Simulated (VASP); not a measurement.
Set up this calculation in VASP 6.6.1, as the native input.

- Task: single point
- Functional: PBE
- Potentials or basis: VASP PAW PBE potentials, release 64 (Ag, Br)
- Cutoff: 520 eV
- k mesh: 8 × 8 × 8
- Occupations: gaussian, width 0.02 eV
- Spin: no spin polarisation
- Dipole correction: no
- Further INCAR settings: ALGO = Normal; EDIFF = 1e-07; NBANDS = 16

The structure of AgBr lies in POSCAR:

```
AgBr
1.0
    0.0000000000      2.8312420250      2.8312420250
    2.8312420250      0.0000000000      2.8312420250
    2.8312420250      2.8312420250      0.0000000000
Ag Br
1 1
Direct
    0.0000000000      0.0000000000      0.0000000000
    0.5000000000      0.5000000000      0.5000000000
```

These files were run (other wordings do the same):

INCAR

```
SYSTEM = AgBr
PREC = Accurate
ENCUT = 520
EDIFF = 1E-7
ISMEAR = 0
SIGMA = 0.02
LREAL = .FALSE.
LASPH = .TRUE.
NELM = 100
ALGO = Normal
ISIF = 2
LWAVE = .FALSE.
LCHARG = .FALSE.
GGA = PE
NBANDS = 16
```

KPOINTS

```
Automatic mesh
0
G
  8 8 8
  0 0 0
```

Potentials or basis: VASP PAW PBE potentials, release 64 (Ag, Br).

Run with:

```bash
$ cat potpaw_PBE.64/Ag/POTCAR potpaw_PBE.64/Br/POTCAR > POTCAR
$ mpirun -np 1 vasp_std > vasp.out
```

It gave:

```yaml
Pressure: 4.6 GPa
Band_gap_on_the_k_mesh: 0.67 eV, indirect (least direct gap 2.75 eV)
```

Run time: 19 s on 1 thread of Intel(R) Xeon(R) Platinum 8559C (Emerald Rapids), with other jobs on the host, peak memory 0.17 GiB.
